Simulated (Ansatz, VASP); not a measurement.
**N: VASP beside Ansatz**

File INCAR:

```
ALGO = Normal
EDIFF = 1E-6
ENCUT = 520
GGA = PE
ISIF = 2
ISMEAR = -1
LASPH = True
LCHARG = False
LREAL = False
LWAVE = False
NBANDS = 18
NELM = 80
PREC = Accurate
SIGMA = 0.05
```

KPOINTS

```
k-points
0
Gamma
  7 7 4
```

File POSCAR:

```
N
1.0
    4.1948311832      0.0000000000      0.0000000000
   -2.0974155916      3.6328303693      0.0000000000
    0.0000000000      0.0000000000      7.0524022364
N
4
Direct
    0.6666666667      0.3333333333      0.6710699600
    0.6666666667      0.3333333333      0.8289300400
    0.3333333333      0.6666666667      0.1710699600
    0.3333333333      0.6666666667      0.3289300400
```

The input input.yaml:

```yaml
crystal:
  lattice:
    - [4.1948311832, 0.0, 0.0]
    - [-2.0974155916, 3.6328303693, 0.0]
    - [0.0, 0.0, 7.0524022364]
  atoms:
    - { symbol: "N", position: [0.6666666667, 0.3333333333, 0.67106996] }
    - { symbol: "N", position: [0.6666666667, 0.3333333333, 0.82893004] }
    - { symbol: "N", position: [0.3333333333, 0.6666666667, 0.17106996] }
    - { symbol: "N", position: [0.3333333333, 0.6666666667, 0.32893004] }
kpoints:
  mp_grid: { grid: [7, 7, 4] }
scf:
  occupations: { method: fermi_dirac, width: 0.05 }
hamiltonian:
  xc: pbe
  pseudopotentials: { kind: all_electron, lapw: { basis_error: 0.001 } }
output:
  forces: true
  stress: true
  eigenvalues: true
```

Change from the starting cell: volume scaled by 1.02.

Alike in both runs: task single point; functional PBE; k mesh 7 × 7 × 4; occupations fermi-dirac, width 0.05 eV; no spin polarisation.

|  | VASP | Ansatz |
| --- | --- | --- |
| version | VASP 6.6.1 | Ansatz 0.2.0 |
| potentials or method | VASP PAW PBE potentials, release 64 (N) | all-electron LAPW, scalar-relativistic |
| plane-wave cutoff (eV) | 520 | see its input |

```csv
,VASP,Ansatz,Ansatz less VASP
gap on the k mesh at the Fermi level (eV),6.99,7.04,+0.050
least direct gap on the mesh (eV),7.26,7.31,+0.048
pressure (GPa),0.0,-1.5,-1.54
largest component of the traceless stress (GPa),0.03,3.42,+3.392
rms of the force components (eV/Å),0.013,0.911,+0.8984
```

Atom by atom the forces differ by 0.898 eV/Å (rms over components). One of these differences is far larger than is usual between the two programs; its cause wasn't traced. Ansatz ran all-electron here, so the differences hold the error of VASP's frozen core and of both bases.

Caveats: an odd mesh through Γ misses points on the zone boundary, where band edges often lie; the standard files for N, O and F lose accuracy on very short bonds (VASP); forces of over 1 eV/Å show positions far from the minimum, so gaps and moduli don't describe the material at rest (Ansatz).
